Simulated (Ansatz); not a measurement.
# CdSe (Cadmoselite) (P6_3mc) in Ansatz: settings compared

Aim: see how the results for CdSe (Cadmoselite) move with the level of theory and the settings. Levels: PBEsol, PBE+D3(BJ), PBEsol+D4, PBE, BLYP. Tasks: single point, electrostatic potential, relaxation of cell and atoms.

All numbers are computed with Ansatz 0.2.0; they aren't measurements. Logs are shortened: lines on timing, memory, paths and dates and some standing lists are left out, and cuts for length are marked.

**What was measured.**

From a printed reference work, data compilation, for a bulk crystal of CdSe at 2 K: band gap 1.841 eV.

The runs below are set against these values where they give the same quantity.

## (1) The structure

It takes space group P6_3mc (No. 186, hexagonal). Conventional cell: a = 4.300 Å, b = 4.300 Å, c = 7.020 Å, α = 90.00°, β = 90.00°, γ = 120.00°. Cd (site symmetry 3m) is surrounded by 4 Se at 2.61 to 2.70 Å. Se (site symmetry 3m) is surrounded by 4 Cd at 2.61 to 2.70 Å.

## (2) Single point, PBEsol

File input.yaml:

```yaml
crystal:
  lattice:
    - [4.3, 0.0, 0.0]
    - [-2.15, 3.7239092363, 0.0]
    - [0.0, 0.0, 7.02]
  atoms:
    - { symbol: Cd, position: [0.6666666667, 0.3333333333, 0.5] }
    - { symbol: Cd, position: [0.3333333333, 0.6666666667, 0.0] }
    - { symbol: Se, position: [0.6666666667, 0.3333333333, 0.885] }
    - { symbol: Se, position: [0.3333333333, 0.6666666667, 0.385] }
hamiltonian:
  xc: pbesol
  pseudopotentials: { kind: paw }
kpoints:
  mp_grid: { grid: [7, 7, 4] }
scf:
  occupations: { method: gaussian, width: 0.05 }
output:
  forces: true
  stress: true
  eigenvalues: true
  write_density: true
  write_potential: true
  elf: true
  volumetric_format: npy
```

Potentials or basis: Ansatz PAW.

On the command line:

```sh
> ansatz run input.yaml --threads 2 --pin off --max-ram 5632MiB --backend cpu --events-out ev --progress --plain --runs-dir out
```

What it wrote:

```text
Warning: RAYON_NUM_THREADS=2 ignored (pool sized by the plan → 2); use --threads N
Engine: ansatz 0.2.0, x86_64-unknown-linux-gnu
Pseudopotentials: kind: paw
Pseudopotential: Cd, paw, valence charge 20, recommended cutoff 420 eV (normal), Cd.paw.azcp
Pseudopotential: Se, paw, valence charge 16, recommended cutoff 420 eV (normal), Se.paw.azcp
Functional definition: PBEsol
  exchange = pbesol_x
  correlation = pbesol_c
Crystal: 4 atoms, lattice volume = 112.410 Å³
Basis set: ecut = 420 eV, 2189 PW (Γ), exchange–correlation on 60×60×96 points (8 copies of the dense FFT grid, shifted against one another)
Bands: 44, of which v1, the nominal top of the filled ones, is band 36 counted from 1 (35 counted from 0)
Symmetry: 12 space group operations
Space group: P63mc (ITA 186), of the structure as read, at distance tolerance 4.8e-5 Å
k-points: 24 of 196 (time reversal used)
Non-local potential: Cd, projectors of the file, l = 0: 3, l = 1: 2, l = 2: 2, l = 3: 1
Non-local potential: Se, projectors of the file, l = 0: 2, l = 1: 2, l = 2: 3, l = 3: 1
PAW form: soft (Blöchl's): semilocal exchange-correlation on the pseudo side does not see the compensation charge
PAW frozen core: Cd, regenerated for the run's functional, and the local potential with it (the file was generated under x = pbe(κ = 0.804, μ = 0.2195149727645171), c = pbe(β = 0.06672455060314922))
PAW frozen core: Se, regenerated for the run's functional, and the local potential with it (the file was generated under x = pbe(κ = 0.804, μ = 0.2195149727645171), c = pbe(β = 0.06672455060314922))
PAW one-centre angular grid: Cd, 590 points (default); XC on 64 Gauss nodes
PAW one-centre angular grid: Se, 590 points (default); XC on 64 Gauss nodes
Initial density: superposition of atomic densities (neutral atoms: chi_scale 0, normalization atom), corrected by the library's trained network
Initial wavefunctions: pseudopotential atomic-orbital guess
Functional: x = pbesol(κ = 0.804, μ = 0.12345679012345678), c = pbesol(β = 0.046)
SCF iter   1: F=—  HF=-27218.802807 eV  |F-HF|=—  |Δ(HF+E_count)|=         —  Δρ=4.23e-3  dr2=2.37e-2  ethr=1.77e-3  ⟨swp⟩=6.2  Hψ=3862  notcnv=0  defer=12
preconditioner: auto → Resta (q_TF=auto, 2.533 Å⁻¹)  ε∞=4.1  [insulator: Δε(μ)=0.537 eV  Ē_g=12.017 eV  σ=0.050 eV  W_gap=1.00  n_scr=34 (ndim 8)  ℏωp=21.0 eV  f_vac=0.201  D(μ)=0.00/eV (n_scr^D=0)  ε∞_Penn≈4.1]
SCF iter   2: F=—  HF=-27218.796759 eV  |F-HF|=—  |Δ(HF+E_count)|=   6.05e-3  Δρ=1.62e-3  dr2=4.48e-3  ethr=3.29e-5  ⟨swp⟩=2.1  Hψ=1776  notcnv=0  defer=65
SCF iter   3: F=—  HF=-27218.795986 eV  |F-HF|=—  |Δ(HF+E_count)|=   7.73e-4  Δρ=5.36e-4  dr2=4.74e-4  ethr=6.23e-6  ⟨swp⟩=2.0  Hψ=1358  notcnv=0  defer=65
SCF iter   4: F=—  HF=-27218.796134 eV  |F-HF|=—  |Δ(HF+E_count)|=   1.48e-4  Δρ=1.73e-4  dr2=5.01e-5  ethr=6.58e-7  ⟨swp⟩=2.0  Hψ=1418  notcnv=0  defer=65
SCF iter   5: F=—  HF=-27218.796203 eV  |F-HF|=—  |Δ(HF+E_count)|=   6.95e-5  Δρ=6.30e-5  dr2=5.09e-6  ethr=6.96e-8  ⟨swp⟩=2.0  Hψ=1406  notcnv=0  defer=65
SCF iter   6: F=—  HF=-27218.796209 eV  |F-HF|=—  |Δ(HF+E_count)|=   5.53e-6  Δρ=2.46e-5  dr2=7.87e-7  ethr=7.06e-9  ⟨swp⟩=2.3  Hψ=1749  notcnv=0  defer=65
SCF iter   7: F=-27218.796210 eV  HF=-27218.796210 eV  |F-HF|=1.41e-7  |Δ(HF+E_count)|=   1.41e-6  Δρ=5.39e-6  dr2=5.25e-8  ethr=1.39e-10  ⟨swp⟩=10.6  Hψ=7381  notcnv=0
SCF 1 converged in 7 iterations: F = -27218.796210 eV  dr2 = 5.25e-8
SCF converged after 7 iterations
Free energy (F): -27218.796210 eV
Harris-Foulkes:  -27218.796210 eV  (|F-HF|=1.41e-7)
Internal energy: -27218.796210 eV  (E = F + TS)
E sigma→0 (E₀):  -27218.796210 eV
Fermi energy:    7.633888 eV
--- Per-component energies (eV) ---
  E_band       = -1788.720061
  E_kinetic    = 1247.242743
  E_local      = -12783.330102  (includes V_loc(G=0)·N_el)
  E_nonlocal   = -1112.135587
  E_hartree    = 6070.524444
  E_xc         = -557.150232
  E_vxc        = -637.713279  (∫ρ·V_xc dr)
  E_paw        = -11763.644368  (= ΣΔE_a)
  E_vpaw       = -643.839297  (= ΣTr[D̂ρ^β])
  E_aug_tail   = -0.001159  (compensation charges beyond the density's cutoff)
  E_ewald      = -8323.002769
  E_core_change = 2.700820  (= ΣΔE_core)
  E_smearing   = -0.000000  (= −TS)
  E_closure    = -0.000000  (closes the sum)
  Σ components = -27218.796210   (vs F -27218.796210, Δ=0.00e0)
--- Forces (eV/Å), atoms counted from 1 ---
  atom   1  Cd     0.00000000     0.00000000     0.26456194
  atom   2  Cd     0.00000000    -0.00000000     0.26456194
  atom   3  Se     0.00000000     0.00000000    -0.26453725
  atom   4  Se    -0.00000000    -0.00000000    -0.26453725
  max |Σ_I F_I| component: 4.94e-5 eV/Å
--- Stress (GPa, compression-positive) ---
        0.762235       0.000000       0.000000
        0.000000       0.762235      -0.000000
        0.000000       0.000000      -1.057425
  P = ⅓ Tr σ = 0.1557 GPa (1.557 kbar)
--- Band table (eV; the first three rows and the last of 24) ---
  k-point 0: bands = ["-94.1524", "-94.1524", "-55.2522", "-55.2520", "-55.2520", "-55.2520", "-55.2520", "-55.2519", "-39.3676", "-39.3676", "-39.3676", "-39.3676", "-39.3571", "-39.3571", "-39.3570", "-39.3570", "-39.3567", "-39.3566", "-5.2793", "-4.9051", "-0.5658", "-0.5658", "-0.5098", "-0.5098", "-0.5010", "-0.2010", "-0.2010", "-0.1350", "-0.1350", "0.1434", "3.0545", "6.6180", "6.6180", "7.3311", "7.3435", "7.3435", "7.9212", "9.3611", "13.1558", "13.1558", "13.4095", "14.2743", "14.2743", "14.9200"]
  k-point 1: bands = ["-94.1524", "-94.1524", "-55.2522", "-55.2520", "-55.2520", "-55.2520", "-55.2520", "-55.2520", "-39.3676", "-39.3676", "-39.3676", "-39.3676", "-39.3571", "-39.3571", "-39.3571", "-39.3571", "-39.3567", "-39.3567", "-5.2243", "-4.9592", "-0.5597", "-0.5597", "-0.5201", "-0.5201", "-0.4606", "-0.1895", "-0.1895", "-0.1428", "-0.1428", "-0.0398", "3.5669", "6.1349", "6.7170", "6.7170", "7.2292", "7.2292", "8.9829", "9.4662", "12.9479", "13.2379", "13.2379", "13.9970", "13.9970", "14.1941"]
  k-point 2: bands = ["-94.1524", "-94.1524", "-55.2521", "-55.2521", "-55.2520", "-55.2520", "-55.2520", "-55.2520", "-39.3676", "-39.3676", "-39.3676", "-39.3676", "-39.3571", "-39.3571", "-39.3571", "-39.3571", "-39.3567", "-39.3567", "-5.0913", "-5.0913", "-0.5420", "-0.5420", "-0.5420", "-0.5420", "-0.3113", "-0.3113", "-0.1643", "-0.1643", "-0.1643", "-0.1643", "4.7368", "4.7368", "6.9655", "6.9655", "6.9655", "6.9655", "9.5855", "9.5855", "13.0584", "13.0584", "13.5323", "13.5323", "13.5323", "13.5323"]
  k-point 23: bands = ["-94.1524", "-94.1524", "-55.2522", "-55.2522", "-55.2521", "-55.2521", "-55.2520", "-55.2520", "-39.3676", "-39.3676", "-39.3676", "-39.3676", "-39.3571", "-39.3571", "-39.3571", "-39.3571", "-39.3566", "-39.3566", "-4.8061", "-4.8061", "-0.3934", "-0.3934", "-0.3741", "-0.3741", "-0.2229", "-0.2229", "-0.1760", "-0.1760", "0.2208", "0.2208", "3.2037", "3.2037", "4.9685", "4.9685", "6.2474", "6.2474", "11.0266", "11.0266", "13.0074", "13.0074", "13.5420", "13.5420", "15.3205", "15.3205"]
```

Run time: 11 s. Hardware: 2 threads of Intel Xeon at 2.50GHz (Skylake/Cascade Lake), shared host; peak memory 0.43 GiB.

Results:

```
Free energy            : -27218.7962 eV
Pressure               : 0.2 GPa
Largest force          : 0.265 eV/Å
Band gap on the k mesh : 0.58 eV, direct
```

Forces in eV/Å, atoms in the order of the input:
```
Cd   0.000  0.000  0.265
Cd   0.000  0.000  0.265
Se   0.000  0.000 -0.265
Se   0.000  0.000 -0.265
```

Caveat: odd divisions of the mesh miss points on the zone boundary, where band edges often lie, so the gap on the mesh can be too wide; the PAW data sets come from PBE, with cores solved anew for the run's functional, which leaves a small shift of forces and pressure.

## (3) Electrostatic potential, PBE+D3(BJ)

Changes to input.yaml since step 2:

```diff
@@ -11,4 +11,5 @@
 hamiltonian:
-  xc: pbesol
+  xc: pbe
   pseudopotentials: { kind: paw }
+  dispersion: d3bj
 kpoints:
@@ -16,3 +17,3 @@
 scf:
-  occupations: { method: gaussian, width: 0.05 }
+  occupations: { method: fermi_dirac, width: 0.05 }
 output:
```

Potentials or basis: Ansatz PAW.

On the command line:

```sh
> ansatz run input.yaml --threads 2 --pin off --max-ram 5632MiB --backend cpu --events-out ev --progress --plain --runs-dir out
```

It took 11 s on 2 threads of Intel Xeon at 2.50GHz (Skylake/Cascade Lake), shared host; peak memory 0.43 GiB.

The run converged. Its results:

| Item | Value |
| --- | --- |
| Free energy | -27450.7869 eV |
| Pressure | 0.9 GPa |
| Largest force | 0.283 eV/Å |
| Band gap on the k mesh | 0.70 eV, direct |

Forces in eV/Å, atoms in the order of the input:
```
Cd   0.000  0.000  0.283
Cd   0.000  0.000  0.283
Se   0.000  0.000 -0.283
Se   0.000  0.000 -0.283
```

Stress tensor (GPa, compression positive):
```
 1.61  0.00  0.00
 0.00  1.61  0.00
 0.00  0.00 -0.40
```

Levels at points of the mesh, in eV from the valence-band top:
```
            k point  band 32  band 33  band 34  band 35  band 36  band 37  band 38  band 39  band 40  band 41
 (0.00, 0.00, 0.00)    -0.72    -0.72    -0.01     0.00     0.00     0.70     2.12     5.89     5.89     6.14
(0.00, 0.00, -0.50)    -2.56    -0.37    -0.37    -0.37    -0.37     2.34     2.34     5.82     5.82     6.26
```

Caveat: odd divisions of the mesh miss points on the zone boundary, where band edges often lie, so the gap on the mesh can be too wide.

## (4) Relaxation of cell and atoms, PBEsol+D4

Changes to input.yaml since step 3:

```diff
@@ -11,5 +11,5 @@
 hamiltonian:
-  xc: pbe
+  xc: pbesol
   pseudopotentials: { kind: paw }
-  dispersion: d3bj
+  dispersion: d4
 kpoints:
@@ -17,3 +17,3 @@
 scf:
-  occupations: { method: fermi_dirac, width: 0.05 }
+  occupations: { method: tetrahedron }
 output:
@@ -21,3 +21,2 @@
   stress: true
-  eigenvalues: true
   write_density: true
@@ -26 +25,5 @@
   volumetric_format: npy
+relax:
+  f_tol: 0.01
+  max_steps: 40
+  cell: { stress_tol: 0.05 }
```

On the command line:

```sh
> ansatz run input.yaml --threads 2 --pin off --max-ram 5632MiB --backend cpu --events-out ev --progress --plain --runs-dir out
```

It took 49 s on 2 threads of Intel Xeon at 2.50GHz (Skylake/Cascade Lake), shared host; peak memory 0.44 GiB.

It converged, with:

```yaml
Free_energy: -27219.5882 eV
Relaxed_volume: 27.58 Å³/atom
Relaxed_cell: a = 4.273 Å, b = 4.273 Å, c = 6.976 Å, α = 90.00°, β = 90.00°, γ = 120.00°
Space_group_after_relaxing_to_0.05_Å: P6_3mc (No. 186)
Energy_gained_by_relaxing: 6.2 meV/atom
Ionic_steps: 5
Pressure_after_relaxing: 0.0 GPa
Band_gap_on_the_k_mesh: 0.58 eV, direct
```

Step by step:
```
step  energy change (eV)  largest force (eV/Å)  volume (Å³)
   1              0.0000                0.2647       112.41
   2             -0.0223                0.0395       109.26
   3             -0.0250                0.0109       110.47
   4             -0.0252                0.0007       110.33
   5             -0.0248                0.0007       110.33
```

Final structure:
```yaml
crystal:
  lattice:
    - [4.27337, 0.00000, 0.00000]
    - [-2.13669, 3.70085, 0.00000]
    - [0.00000, 0.00000, 6.97627]
  atoms:
    - { symbol: Cd, position: [0.66667, 0.33333, 0.50470] }
    - { symbol: Cd, position: [0.33333, 0.66667, 0.00470] }
    - { symbol: Se, position: [0.66667, 0.33333, 0.88030] }
    - { symbol: Se, position: [0.33333, 0.66667, 0.38030] }
```

Levels at points of the mesh, in eV from the valence-band top:
```tsv
k point	band 32	band 33	band 34	band 35	band 36	band 37	band 38	band 39	band 40	band 41
(0.00, 0.00, 0.00)	-0.80	-0.80	-0.06	0.00	0.00	0.58	2.12	5.80	5.80	6.07
(0.00, 0.00, -0.50)	-2.76	-0.42	-0.42	-0.42	-0.42	2.31	2.31	5.76	5.76	6.20
```

Caveat: odd divisions of the mesh miss points on the zone boundary, where band edges often lie, so the gap on the mesh can be too wide; the plane-wave basis is chosen anew once the cell has moved, so the energies of steps on either side of that aren't comparable; the PAW data sets come from PBE, with cores solved anew for the run's functional, which leaves a small shift of forces and pressure; with tetrahedron occupations forces and stress needn't match the slope of the energy.

(Continued in part 2 of 2.)
